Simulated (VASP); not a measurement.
Here is a VASP 6.6.1 calculation.

The input INCAR:

```
  PREC = Accurate
  ENCUT = 600
  EDIFF = 1E-6
  ISMEAR = -1
  SIGMA = 0.05
  LREAL = F
  LASPH = T
  NELM = 100
  ALGO = Fast
  ISIF = 3
  LWAVE = F
  LCHARG = F
  GGA = PE
  IVDW = 13
  IBRION = 2
  NSW = 40
  EDIFFG = -0.005
```

File KPOINTS:

```
Automatic mesh
0
Gamma
  8 8 8
```

File POSCAR:

```
GaAs
1.0
    0.0000000000      2.8268500000      2.8268500000
    2.8268500000      0.0000000000      2.8268500000
    2.8268500000      2.8268500000      0.0000000000
As Ga
1 1
Direct
    0.7500000000      0.7500000000      0.7500000000
    0.0000000000      0.0000000000      0.0000000000
```

Potentials or basis: VASP PAW PBE potentials, release 64 (As, Ga_d).

Run with:

```console
$ cat potpaw_PBE.64/As/POTCAR potpaw_PBE.64/Ga_d/POTCAR > POTCAR
$ mpirun -np 1 vasp_std > vasp.out
```

Question: Predict the space group after relaxing (to 0.05 Å).

Answer: F-43m (No. 216).

Question: Predict the relaxed volume.

Answer: 22.73 Å³/atom.

Question: Predict the dispersion energy per atom.

Answer: -0.417 eV.

Final structure:
```yaml
crystal:
  lattice:
    - [0.00000, 2.83258, 2.83258]
    - [2.83258, 0.00000, 2.83258]
    - [2.83258, 2.83258, 0.00000]
  atoms:
    - { symbol: As, position: [0.75000, 0.75000, 0.75000] }
    - { symbol: Ga, position: [0.00000, 0.00000, 0.00000] }
```

Zero-point motion and thermal expansion aren't in these numbers.
